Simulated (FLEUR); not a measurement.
**Sb: equation of state with LDA**

Sb:

```xyz
1
Lattice="0.0000 2.3712 2.3712 2.3712 0.0000 2.3712 2.3712 2.3712 0.0000" Properties=species:S:1:pos:R:3 pbc="T T T"
Sb    0.0000    0.0000    0.0000
```

This isn't the form of Sb at room conditions, which is rhombohedral.

- Program: FLEUR MaX-R8.1 (later development tree)
- Task: equation of state
- Functional: LDA
- Potentials or basis: all-electron
- Basis: FLAPW
- Kmax: 4.1 1/bohr
- k mesh: 10 × 10 × 10
- Occupations: fermi-dirac, width 0.05 eV
- Spin: no spin polarisation
- Gmax: 12.7 1/bohr
- Muffin-tin radii: Sb 2.66 bohr
- lmax: Sb 10
- lnonsphr: Sb 10
- Local orbitals a species: Sb 6

```json
{
 "Equilibrium volume": "25.68 Å³/atom",
 "Bulk modulus": "66 GPa",
 "Pressure derivative of the bulk modulus": "3.1 (rough: it moves with the points fitted)"
}
```

Energy against volume, from the lowest point:
| volume (Å³/atom) | energy (meV/atom) |
| --- | --- |
| 25.066 | 3.03 |
| 25.599 | 0.00 |
| 26.666 | 7.34 |
| 27.733 | 30.29 |
| 28.266 | 46.80 |

The run has no spin-orbit coupling, so splittings on Sb are missing.
